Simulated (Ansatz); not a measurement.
# Be: how the settings move a single-point run

Aim: see which settings change the result for Be, by how much, and at what cost.

Method: reference: DFT, PBE, PAW with Ansatz's default frozen-core files, scalar-relativistic, in Ansatz 0.2.0.

### 1 Starting point

It takes space group Im-3m (No. 229, cubic). Conventional cell: a = 2.555 Å, b = 2.555 Å, c = 2.555 Å, α = 90.00°, β = 90.00°, γ = 90.00°. Around Be (site symmetry m-3m) lie 8 Be at 2.21 Å.

As a file:

```cif
data_structure
_symmetry_space_group_name_H-M 'Im-3m'
_symmetry_Int_Tables_number 229
_cell_length_a 2.5554
_cell_length_b 2.5554
_cell_length_c 2.5554
_cell_angle_alpha 90.000
_cell_angle_beta 90.000
_cell_angle_gamma 90.000
_cell_volume 16.69
loop_
_atom_site_label
_atom_site_type_symbol
_atom_site_symmetry_multiplicity
_atom_site_Wyckoff_symbol
_atom_site_fract_x
_atom_site_fract_y
_atom_site_fract_z
_atom_site_occupancy
Be1 Be 2 a 0.00000 0.00000 0.00000 1
```

### 2 Baseline

input.yaml reads:

```yaml
crystal:
  lattice:
    - [-1.27769819, 1.27769819, 1.27769819]
    - [1.27769819, -1.27769819, 1.27769819]
    - [1.27769819, 1.27769819, -1.27769819]
  atoms:
    - { symbol: Be, position: [0.0, 0.0, 0.0] }
kpoints:
  mp_grid: { grid: [23, 23, 23] }
scf:
  occupations: { method: fermi_dirac, width: 0.03 }
hamiltonian:
  xc: pbe
  pseudopotentials: { kind: paw }
output:
  forces: true
  stress: true
  eigenvalues: true
  efg: { contact_densities: true }
```

Launch:

```bash
> ansatz run input.yaml --threads 1 --pin off --max-ram 2048MiB --backend cpu --events-out ev --progress --plain --runs-dir out
```

### 3 Changing settings: ecutwfc 450 eV

Edit input.yaml of step 2 so:

```diff
@@ -19 +19,3 @@
   efg: { contact_densities: true }
+basis:
+  ecutwfc: "450 eV"
```

What does the calculation give? Wanted: for each run, ending; energy change; pressure; gap; force.

As calculated:

| run | ending | energy change | pressure (GPa) | gap (eV) | force (eV/Å) | cycles | time |
| --- | --- | --- | --- | --- | --- | --- | --- |
| reference | converged | 0 | -7.3 | 0.00 | 0.00 | 6 | 1.6 s |
| 1: ecutwfc 450 eV | converged | -0.2 meV/atom | -7.3 | 0.00 | 0.00 | 6 | 1.7 s |

Residual by cycle in the longest SCF loop of each run; runs are numbered as in the table. The quantity is the density residual dr2, in eV.

```csv
cycle,reference,run 1
1,8.5e-6,8.3e-6
2,2.2e-6,2.2e-6
3,1.4e-9,8.9e-10
4,5.9e-11,4.8e-11
5,8.4e-13,3.4e-13
6,1.3e-14,8.7e-15
```

What this shows: Changing the cutoff hardly moves the energy: -0.2 meV/atom.
